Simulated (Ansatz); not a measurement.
The system is Bi.

```
Bi
1.0
    -1.98143    1.98143    1.98143
     1.98143   -1.98143    1.98143
     1.98143    1.98143   -1.98143
Bi
1
Direct
  0.00000 0.00000 0.00000
```

This isn't the form of Bi at room conditions, which is rhombohedral.

```yaml
Program: Ansatz 0.2.0
Task: relaxation of cell and atoms
Functional: PBE
Dispersion: D3(BJ)
Potentials_or_basis: Ansatz PAW
Cutoff: "420 eV (not typed: the program's choice for these potentials)"
k_mesh: 9 × 9 × 9
Occupations: fermi-dirac, width 0.05 eV
Spin: no spin polarisation
```

At the start: volume 31.12 Å³/atom.

Problem. How do energy, volume and symmetry change on relaxing?

Solution. It ends after 4 steps and the volume is 30.18 Å³/atom (-3.0 %); space group Im-3m (No. 229, to 0.05 Å).

Step by step:
```tsv
step	energy change (eV)	largest force (eV/Å)	volume (Å³)
1	0.0000	0.0000	31.12
2	-0.0051	0.0000	29.93
3	-0.0054	0.0000	30.18
4	-0.0052	0.0000	30.18
```

Final structure:
```cif
data_structure
_symmetry_space_group_name_H-M 'P 1'
_symmetry_Int_Tables_number 1
_cell_length_a 3.3971
_cell_length_b 3.3971
_cell_length_c 3.3971
_cell_angle_alpha 109.471
_cell_angle_beta 109.471
_cell_angle_gamma 109.471
_cell_volume 30.18
loop_
_atom_site_label
_atom_site_type_symbol
_atom_site_fract_x
_atom_site_fract_y
_atom_site_fract_z
_atom_site_occupancy
Bi1 Bi 0.00000 0.00000 0.00000 1
```

Caveat: the plane-wave basis is chosen anew once the cell has moved, so the energies of steps on either side of that aren't comparable.
